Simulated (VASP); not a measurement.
A run of VASP 6.6.1:

Contents of INCAR:

```
PREC = Accurate
ENCUT = 600
EDIFF = 1E-6
ISMEAR = -1
SIGMA = 0.05
LREAL = False
LASPH = True
NELM = 100
ALGO = Normal
ISIF = 3
LWAVE = False
LCHARG = False
METAGGA = SCAN
LMIXTAU = True
IVDW = 11
IBRION = 2
NSW = 60
EDIFFG = -0.005
```

Contents of KPOINTS:

```
Automatic mesh
0
Gamma
  12 12 12
```

File POSCAR:

```
Zn
1.0
    0.0000000000      1.9647760000      1.9647760000
    1.9647760000      0.0000000000      1.9647760000
    1.9647760000      1.9647760000      0.0000000000
Zn
1
Direct
    0.0000000000      0.0000000000      0.0000000000
```

Potentials or basis: VASP PAW PBE potentials, release 64 (Zn).

The run is started by

```sh
$ cat potpaw_PBE.64/Zn/POTCAR > POTCAR
$ mpirun -np 1 vasp_std > vasp.out
```

Hardware: 1 thread of Intel(R) Xeon(R) Platinum 8259CL CPU @ 2.50GHz (Skylake/Cascade Lake) (shared host).

**Question.** Estimate the wall time of this run.

**Answer.** Run time: 5.4 min on 1 thread of Intel(R) Xeon(R) Platinum 8259CL CPU @ 2.50GHz (Skylake/Cascade Lake) (shared host), peak memory 0.17 GiB. Counts: scf iterations 85, k points 72, ion steps 8.
